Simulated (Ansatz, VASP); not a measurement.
**GaN: VASP beside Ansatz**

```xyz
8
Lattice="4.5070 0.0000 0.0000 0.0000 -4.5070 0.0000 0.0000 0.0000 -4.5070" Properties=species:S:1:pos:R:3 pbc="T T T"
Ga    0.0000   -2.2535   -2.2535
Ga    2.2535    0.0000   -2.2535
Ga    2.2535   -2.2535    0.0000
Ga    0.0000    0.0000    0.0000
N     3.3803   -3.3803   -3.3803
N     1.1268   -1.1268   -3.3803
N     1.1268   -3.3803   -1.1268
N     3.3803   -1.1268   -1.1268
```

Alike in both runs: task single point; functional LDA; k mesh 6 × 6 × 6; occupations gaussian, width 0.05 eV; no spin polarisation.

|  | VASP | Ansatz |
| --- | --- | --- |
| version | VASP 6.6.1 | Ansatz 0.2.0 |
| potentials or method | VASP PAW LDA potentials, release 64 (Ga_d, N) | scalar-relativistic, plane waves, PAW |
| plane-wave cutoff (eV) | 520 | 420 |
| valence electrons in the cell | 72 | 72 |

```tsv
	VASP	Ansatz	Ansatz less VASP
gap on the k mesh at the Fermi level (eV)	1.75	1.73	-0.015
least direct gap on the mesh (eV)	1.75	1.73	-0.015
pressure (GPa)	-5.5	-6.5	-1.01
```
